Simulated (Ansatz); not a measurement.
Method: Ansatz 0.2.0, DFT PBE, scalar-relativistic, plane waves, PAW. Settings: cutoff 420 eV, Γ-centred meshes spaced at most about 0.3 Å⁻¹, and about 0.25 Å⁻¹ or finer for metals (2π included), Gaussian smearing. No spin polarisation.

All energies are static (0 K, no zero-point motion).

Question: Which of these relaxed structures of Al2Cu3 is the lowest in energy?
A.

Space group P-3m1 (No. 164). a = 2.698 Å, b = 2.698 Å, c = 21.717 Å, α = 90.00°, β = 90.00°, γ = 120.00°
| atom | site | symmetry | x | y | z |
| --- | --- | --- | --- | --- | --- |
| Al | 2d | 3m. | 0.3333 | 0.6667 | 0.0574 |
| Al | 2d | 3m. | 0.3333 | 0.6667 | 0.8299 |
| Cu | 2d | 3m. | 0.3333 | 0.6667 | 0.2657 |
| Cu | 2d | 3m. | 0.3333 | 0.6667 | 0.4533 |
| Cu | 2d | 3m. | 0.3333 | 0.6667 | 0.6400 |

B.

Space group P-6m2 (No. 187). a = 2.744 Å, b = 2.744 Å, c = 20.462 Å, α = 90.00°, β = 90.00°, γ = 120.00°
| atom | site | symmetry | x | y | z |
| --- | --- | --- | --- | --- | --- |
| Al | 2i | 3m. | 0.6667 | 0.3333 | 0.6973 |
| Al | 2i | 3m. | 0.6667 | 0.3333 | 0.8993 |
| Cu | 2h | 3m. | 0.3333 | 0.6667 | 0.5990 |
| Cu | 2h | 3m. | 0.3333 | 0.6667 | 0.7990 |
| Cu | 1c | -6m2 | 0.3333 | 0.6667 | 0.0000 |
| Cu | 1f | -6m2 | 0.6667 | 0.3333 | 0.5000 |

Answer: B. The other, A, lies 126 meV/atom higher. Counting all near atoms (those within 1.25 times the shortest distance at each site): B has Al 12, Cu 12; A has Al 12, Cu 12. Both come from invented guesses.

Cells relaxed within their symmetry can be saddle points. Some types were kept out of the candidates beforehand, so the set may lack a known form.
